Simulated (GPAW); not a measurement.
# InP (F-43m) in GPAW: a series of runs

The runs below take InP through single point, with PBE.

All numbers are computed with GPAW 26.7.0; they aren't measurements. Logs are shortened: lines on timing, memory, paths and dates and some standing lists are left out, and cuts for length are marked. The log counts tension as positive stress, the text compression.

### 1 The structure

The structure is cubic, space group F-43m (No. 216). The conventional cell has a = 5.861 Å, b = 5.861 Å, c = 5.861 Å, α = 90.00°, β = 90.00°, γ = 90.00°. In (site symmetry -43m) has 4 P at 2.54 Å as nearest neighbours. P (site symmetry -43m) is surrounded by 4 In at 2.54 Å.

### 2 Single point, PBE

run.py reads:

```python
import spglib
from ase import Atoms
from ase.dft.bandgap import bandgap
from ase.io import read, write
from ase.units import GPa
from gpaw import GPAW, PW

atoms = read('InP.cif')
cell, positions, numbers = spglib.find_primitive(
    (atoms.cell[:], atoms.get_scaled_positions(), atoms.numbers), symprec=1e-4)
atoms = Atoms(numbers, cell=cell, scaled_positions=positions, pbc=True)

calc = GPAW(mode=PW(500),
            xc='PBE',
            kpts={'size': (6, 6, 6), 'gamma': True},
            occupations={'name': 'fermi-dirac', 'width': 0.05},
            nbands=18,
            convergence={'density': 1e-05, 'energy': 1e-05},
            maxiter=50,
            txt='gpaw.txt')
atoms.calc = calc
energy = atoms.get_potential_energy()
forces = atoms.get_forces()
stress = atoms.get_stress()
calc.write('gs.gpw')
write('result.traj', atoms)
print(f'Energy: {energy:.6f} eV')
print('Forces (eV/A):')
print(forces.round(4))
print('Stress (GPa):', (stress / GPa).round(3))
print('Fermi level:', round(calc.get_fermi_level(), 4), 'eV')
print(f'Gap: {bandgap(calc)[0]:.4f} eV, direct: {bandgap(calc, direct=True)[0]:.4f} eV')
```

InP.cif reads:

```cif
data_InP
_cell_length_a 5.86100000
_cell_length_b 5.86100000
_cell_length_c 5.86100000
_cell_angle_alpha 90.00000000
_cell_angle_beta 90.00000000
_cell_angle_gamma 90.00000000
_space_group_name_H-M_alt 'F-43m'
_space_group_name_Hall 'F -4 2 3'
_space_group_IT_number 216
loop_
_space_group_symop_operation_xyz
'x,y,z'
'y,-x,-z'
'-x,-y,z'
'-y,x,-z'
'x,-y,-z'
'y,x,z'
'-x,y,-z'
'-y,-x,z'
'z,x,y'
'-z,y,-x'
'z,-x,-y'
'-z,-y,x'
'-z,x,-y'
'z,y,x'
'-z,-x,y'
'z,-y,-x'
'y,z,x'
'-x,-z,y'
'-y,z,-x'
'x,-z,-y'
'-y,-z,x'
'x,z,y'
'y,-z,-x'
'-x,z,-y'
'x,y+1/2,z+1/2'
'y,-x+1/2,-z+1/2'
'-x,-y+1/2,z+1/2'
'-y,x+1/2,-z+1/2'
'x,-y+1/2,-z+1/2'
'y,x+1/2,z+1/2'
'-x,y+1/2,-z+1/2'
'-y,-x+1/2,z+1/2'
'z,x+1/2,y+1/2'
'-z,y+1/2,-x+1/2'
'z,-x+1/2,-y+1/2'
'-z,-y+1/2,x+1/2'
'-z,x+1/2,-y+1/2'
'z,y+1/2,x+1/2'
'-z,-x+1/2,y+1/2'
'z,-y+1/2,-x+1/2'
'y,z+1/2,x+1/2'
'-x,-z+1/2,y+1/2'
'-y,z+1/2,-x+1/2'
'x,-z+1/2,-y+1/2'
'-y,-z+1/2,x+1/2'
'x,z+1/2,y+1/2'
'y,-z+1/2,-x+1/2'
'-x,z+1/2,-y+1/2'
'x+1/2,y,z+1/2'
'y+1/2,-x,-z+1/2'
'-x+1/2,-y,z+1/2'
'-y+1/2,x,-z+1/2'
'x+1/2,-y,-z+1/2'
'y+1/2,x,z+1/2'
'-x+1/2,y,-z+1/2'
'-y+1/2,-x,z+1/2'
'z+1/2,x,y+1/2'
'-z+1/2,y,-x+1/2'
'z+1/2,-x,-y+1/2'
'-z+1/2,-y,x+1/2'
'-z+1/2,x,-y+1/2'
'z+1/2,y,x+1/2'
'-z+1/2,-x,y+1/2'
'z+1/2,-y,-x+1/2'
'y+1/2,z,x+1/2'
'-x+1/2,-z,y+1/2'
'-y+1/2,z,-x+1/2'
'x+1/2,-z,-y+1/2'
'-y+1/2,-z,x+1/2'
'x+1/2,z,y+1/2'
'y+1/2,-z,-x+1/2'
'-x+1/2,z,-y+1/2'
'x+1/2,y+1/2,z'
'y+1/2,-x+1/2,-z'
'-x+1/2,-y+1/2,z'
'-y+1/2,x+1/2,-z'
'x+1/2,-y+1/2,-z'
'y+1/2,x+1/2,z'
'-x+1/2,y+1/2,-z'
'-y+1/2,-x+1/2,z'
'z+1/2,x+1/2,y'
'-z+1/2,y+1/2,-x'
'z+1/2,-x+1/2,-y'
'-z+1/2,-y+1/2,x'
'-z+1/2,x+1/2,-y'
'z+1/2,y+1/2,x'
'-z+1/2,-x+1/2,y'
'z+1/2,-y+1/2,-x'
'y+1/2,z+1/2,x'
'-x+1/2,-z+1/2,y'
'-y+1/2,z+1/2,-x'
'x+1/2,-z+1/2,-y'
'-y+1/2,-z+1/2,x'
'x+1/2,z+1/2,y'
'y+1/2,-z+1/2,-x'
'-x+1/2,z+1/2,-y'
loop_
_atom_site_label
_atom_site_type_symbol
_atom_site_symmetry_multiplicity
_atom_site_Wyckoff_symbol
_atom_site_fract_x
_atom_site_fract_y
_atom_site_fract_z
_atom_site_occupancy
In1 In 4 a 0.0000000000 0.0000000000 0.0000000000 1
P1 P 4 c 0.2500000000 0.2500000000 0.2500000000 1
```

Potentials or basis: GPAW PAW data sets (gpaw-data 1.2.1), pw.

Launch:

```console
$ OMP_NUM_THREADS=1 python run.py
```

gpaw.txt:

```text
__  _  _
 | _ |_)|_||  |
 |__||  | ||/\| - 26.7.0

Input parameters:
  mode=PW(ecut=500.0),
  convergence={'density': 1e-05, 'energy': 1e-05},
  kpts=MonkhorstPack(size=(6, 6, 6), gamma=True),
  maxiter=50,
  nbands=18,
  occupations=Occupations(name='fermi-dirac', width=0.05),
  xc=XC(name='PBE')

Diagonalizing LCAO Hamiltonian
Converting LCAO to pw mode

           P

       In

Atoms  # Å, Bohr magnetons
|   | symbol |        x |        y |        z |    initial magnetic moments |
|---|--------|----------|----------|----------|-----------------------------|
| 0 |     In | 0.000000 | 0.000000 | 0.000000 | ( 0.0000,  0.0000,  0.0000) |
| 1 |      P | 1.465250 | 1.465250 | 1.465250 | ( 0.0000,  0.0000,  0.0000) |

Unit cell  # Å
| periodic |        x |        y |        z |  lengths |    angles |
|----------|----------|----------|----------|----------|-----------|
|      yes | 0.000000 | 2.930500 | 2.930500 | 4.144353 | 60.000000 |
|      yes | 2.930500 | 0.000000 | 2.930500 | 4.144353 | 60.000000 |
|      yes | 2.930500 | 2.930500 | 0.000000 | 4.144353 | 60.000000 |

Number of symmetries: 24
Symmetry operations  # r_c * U_cc + t_c -> r_c
|    | kind |            matrix            |
|----|------|------------------------------|
|  0 |  E   |  1, 0, 0,  0, 1, 0,  0, 0, 1 |
|  1 |  σ   |  1, 0, 0,  0, 0, 1,  0, 1, 0 |
|  2 |  σ   |  1, 0,-1,  0, 1,-1,  0, 0,-1 |
|  3 |  C3  |  1, 0,-1,  0, 0,-1,  0, 1,-1 |
|  4 |  C3  |  1,-1, 0,  0,-1, 1,  0,-1, 0 |
|  5 |  σ   |  1,-1, 0,  0,-1, 0,  0,-1, 1 |
|  6 |  σ   |  0, 1, 0,  1, 0, 0,  0, 0, 1 |
|  7 |  C3  |  0, 1, 0,  0, 0, 1,  1, 0, 0 |
|  8 |  C2  |  0, 1,-1,  1, 0,-1,  0, 0,-1 |
|  9 |  S4  |  0, 1,-1,  0, 0,-1,  1, 0,-1 |
| 10 |  C3  |  0, 0, 1,  1, 0, 0,  0, 1, 0 |
| 11 |  σ   |  0, 0, 1,  0, 1, 0,  1, 0, 0 |
| 12 |  S4  |  0, 0,-1,  1, 0,-1,  0, 1,-1 |
| 13 |  C3  |  0, 0,-1,  0, 1,-1,  1, 0,-1 |
| 14 |  S4  |  0,-1, 1,  1,-1, 0,  0,-1, 0 |
| 15 |  C2  |  0,-1, 1,  0,-1, 0,  1,-1, 0 |
| 16 |  C3  |  0,-1, 0,  1,-1, 0,  0,-1, 1 |
| 17 |  S4  |  0,-1, 0,  0,-1, 1,  1,-1, 0 |
| 18 |  S4  | -1, 1, 0, -1, 0, 1, -1, 0, 0 |
| 19 |  C3  | -1, 1, 0, -1, 0, 0, -1, 0, 1 |
| 20 |  C3  | -1, 0, 1, -1, 1, 0, -1, 0, 0 |
| 21 |  S4  | -1, 0, 1, -1, 0, 0, -1, 1, 0 |
| 22 |  σ   | -1, 0, 0, -1, 1, 0, -1, 0, 1 |
| 23 |  C2  | -1, 0, 0, -1, 0, 1, -1, 1, 0 |

BZ-sampling:
  Number of BZ points: 216
  Number of IBZ points: 16

  Monkhorst-Pack size: [6, 6, 6]
  Monkhorst-Pack shift: [0.08333333333333333, 0.08333333333333333, 0.08333333333333333]

K-points  # in reciprocal-cell coordinates
|     |                                coordinates |     weight |
|-----|--------------------------------------------|------------|
|   0 | (  0.00000000,   0.00000000,   0.00000000) | 0.00462963 |
|   1 | (  0.16666667,   0.16666667,   0.00000000) | 0.02777778 |
|   2 | (  0.16666667,   0.16666667,   0.16666667) | 0.03703704 |
|   3 | (  0.33333333,   0.16666667,   0.16666667) | 0.05555556 |
|   4 | (  0.33333333,   0.33333333,  -0.33333333) | 0.05555556 |
|   5 | (  0.33333333,   0.33333333,   0.00000000) | 0.02777778 |
|   6 | (  0.33333333,   0.33333333,   0.16666667) | 0.11111111 |
|   7 | (  0.33333333,   0.33333333,   0.33333333) | 0.03703704 |
|   8 | (  0.50000000,   0.33333333,  -0.33333333) | 0.11111111 |
|   9 | (  0.50000000,   0.33333333,  -0.16666667) | 0.05555556 |
| ... |                                            |            |
|  15 | (  0.50000000,   0.50000000,   0.50000000) | 0.01851852 |

Plane wave coefficients: 1303
Cutoff: 500.0 eV

Spin-components: 1 (collinear spins)
Bands:           18
Projectors:      11
Spin-degeneracy: 2
Datatype:        complex128

Parallelization:
  kpt:    1
  domain: 1
  band:   1

Density:
  Valence electrons: 18.0
  Components: 1
  Grid points: [24 24 24]
  Charge: 0.0  # |e|

Potential:
  Grid points: [24 24 24]

species:
  In:
    name:    Indium
    Z:       49.0
    valence: 13
    core:    36
    charge:  0.0  # [|e|]
    compensation charges:
      type: gauss
      rc: 0.36  # [Å]
      lmax: 2
    cutoffs:
      filter: 2.09  # [Å]
      core: 2.48  # [Å]
    projectors
    | kind |    occ | energy [eV] | rcut [Å] |
    |------|--------|-------------|----------|
    |   5s |  2.000 |      -8.203 |    1.185 |
    |   5p |  1.000 |      -2.521 |    1.244 |
    |   4d | 10.000 |     -18.629 |    1.148 |
    |    s |        |      19.008 |    1.185 |
    |    p |        |      24.691 |    1.244 |
    |    d |        |       8.583 |    1.148 |

    Using partial waves for In as LCAO basis

  P:
    name:    Phosphorus
    Z:       15.0
    valence: 5
    core:    10
    charge:  0.0  # [|e|]
    compensation charges:
      type: gauss
      rc: 0.30  # [Å]
      lmax: 2
    cutoffs:
      filter: 1.69  # [Å]
      core: 1.81  # [Å]
    projectors
    | kind |    occ | energy [eV] | rcut [Å] |
    |------|--------|-------------|----------|
    |   3s |  2.000 |     -13.968 |    0.953 |
    |   3p |  3.000 |      -5.506 |    0.953 |
    |    s |        |      13.244 |    0.953 |
    |    p |        |      21.705 |    0.953 |
    |    d |        |       0.000 |    0.953 |

    Using partial waves for P as LCAO basis

Reference energy: -169278.333319  # eV

eigensolver:
  PPCG
  Converge bands: occupied
  niter=2

density mixing:
  MSR1-Mixer
  Pratt-step length: 0.05
  Maximum mixing coefficient: 0.75
  Old densities: 10
  SVD Regularization: 0.005
  Good broyden scale: 1.0
  Trust region scale: 1.0
  Backstep threshold: 4.0
  History deletion threshold: 6.0
  Fourier metric: weight=20.0, sigma=0.015

occupation numbers:
  Fermi-Dirac:
    width: 0.0500  # eV

poisson solver:
  ecut: 4000.0  # eV

xc functional:
  name: PBE with 2 nearest neighbor stencil

convergence criteria:
- Maximum integral of absolute [dens]ity change: 1e-05 electrons / valence electron
- Maximum [total energy] change in last 3 cyles: 1e-05 eV / valence electron
- Maximum integral of absolute [eigenst]ate change: 4e-08 eV^2 / valence electron
maximum number of iterations: 50

SCF iterations
|iter     | |      energy | eigst |  dens |
|---------|-|-------------|-------|-------|
|iter:   1| |   -8.946371 | -0.36 |       |
|iter:   2| |   -8.869024 | -2.28 | -1.11 |
|iter:   3| |   -8.585402 | -1.78 | -1.15 |
|iter:   4| |   -8.585372 | -3.24 | -1.74 |
|iter:   5| |   -8.585462c| -3.99 | -2.24 |
|iter:   6| |   -8.585504c| -5.40 | -3.05 |
|iter:   7| |   -8.585510c| -6.49 | -3.55 |
|iter:   8| |   -8.585510c| -7.94c| -4.60 |
|iter:   9| |   -8.585510c| -8.33c| -5.33c|

Converged in 9 steps
Energy contributions relative to reference atoms: (reference = -169278.333319)

Energy contributions:
  Kinetic:          22.627651
  Coulomb:         -20.694050
  Zero:              0.151111
  External:          0.000000
  Xc:              -10.670216
  Entropy:          -0.000011
  Spinorbit:         0.000000
  ----------------------------
  Free energy:      -8.585515
  Extrapolated:     -8.585510

dipole moment: (-22.444083, -22.444083, -22.444083)  # |e|*Ang

Fermi level: 5.306
Eigenvalues  # (at kpt = [0.000, 0.000, 0.000])
| band index |      eig [eV] | occ [0-2] |
|------------|---------------|-----------|
|          0 |        -9.181 |     2.000 |
|          1 |        -9.181 |     2.000 |
|          2 |        -9.181 |     2.000 |
|          3 |        -9.028 |     2.000 |
|          4 |        -9.028 |     2.000 |
|          5 |        -6.599 |     2.000 |
[... 10 lines left out ...]
|         16 |        16.134 |     0.000 |
|         17 |        16.134 |     0.000 |

Gap: 0.708 eV
Transition (v -> c):
  (s=0, k=0, n=8, [0.00, 0.00, 0.00]) -> (s=0, k=0, n=9, [0.00, 0.00, 0.00])
No difference between direct/indirect transitions

Forces  # eV/Ang
|       x |       y |       z |
|---------|---------|---------|
| 0.00000 | 0.00000 | 0.00000 |  # In   0
| 0.00000 | 0.00000 | 0.00000 |  # P    1

Stress tensor  # eV/Ang^3
|         x |         y |         z |
|-----------|-----------|-----------|
| -0.016433 |  0.000000 |  0.000000 |
|  0.000000 | -0.016433 | -0.000000 |
|  0.000000 | -0.000000 | -0.016433 |

# Writing to gs.gpw (mode='')
```

Wall time 7.9 s (1 thread of Arm Neoverse V2, shared host); peak memory 0.15 GiB.

What came out:

| Property | Result |
| --- | --- |
| Free energy | -8.5855 eV |
| Pressure | 2.6 GPa |
| Band gap on the k mesh | 0.71 eV, direct |

Levels at points of the mesh, in eV from the valence-band top:
| k point | band 7 | band 8 | band 9 | band 10 | band 11 | band 12 |
| --- | --- | --- | --- | --- | --- | --- |
| (0.00, 0.00, 0.00) | 0.00 | 0.00 | 0.00 | 0.71 | 4.06 | 4.06 |
| (0.50, 0.50, 0.00) | -5.75 | -2.34 | -2.34 | 1.76 | 2.27 | 9.21 |
| (0.50, 0.50, 0.50) | -5.74 | -0.98 | -0.98 | 1.50 | 4.79 | 4.79 |

Caveat: the cutoff is short for stress and forces, so pressures can be off by a GPa or more; spin-orbit coupling is left out, which moves the levels of the heavy elements.

### 3 Single point, PBE

run.py reads:

```python
from ase.dft.bandgap import bandgap
from ase.io import write
from ase.spacegroup import crystal
from ase.units import GPa
from gpaw import GPAW, PW

# In 4a
# P 4c
atoms = crystal(['In', 'P'],
                basis=[[0.0, 0.0, 0.0],
                       [0.25, 0.25, 0.25]],
                spacegroup=216, setting=1,  # F-43m
                cellpar=[5.861, 5.861, 5.861, 90.0, 90.0, 90.0],
                primitive_cell=True)

calc = GPAW(mode=PW(250),
            xc='PBE',
            kpts={'size': (6, 6, 6), 'gamma': True},
            occupations={'name': 'fermi-dirac', 'width': 0.05},
            nbands=18,
            convergence={'density': 1e-05, 'energy': 1e-05},
            maxiter=60,
            txt='gpaw.txt')
atoms.calc = calc
energy = atoms.get_potential_energy()
forces = atoms.get_forces()
stress = atoms.get_stress()
calc.write('gs.gpw')
write('result.traj', atoms)
print(f'Energy: {energy:.6f} eV')
print('Forces (eV/A):')
print(forces.round(4))
print('Stress (GPa):', (stress / GPa).round(3))
print('Fermi level:', round(calc.get_fermi_level(), 4), 'eV')
print(f'Gap: {bandgap(calc)[0]:.4f} eV, direct: {bandgap(calc, direct=True)[0]:.4f} eV')
```

Potentials or basis: GPAW PAW data sets (gpaw-data 1.2.1), pw.

Launch:

```console
$ OMP_NUM_THREADS=1 python run.py
```

Run time: 2.8 s. Hardware: 1 thread of Arm Neoverse V2, shared host; peak memory 0.12 GiB.

The run converged, but some of its settings lie outside the range that counts as converged, so its numbers aren't taken as properties of the crystal.

Results:

| Property | Result |
| --- | --- |
| Free energy | -7.9914 eV |
| Pressure | 2.6 GPa |
| Band gap on the k mesh | 0.68 eV, direct |

Caveat: the cutoff is short for stress and forces, so pressures can be off by a GPa or more; spin-orbit coupling is left out, which moves the levels of the heavy elements.

(Part 1 of 2 ends here.)
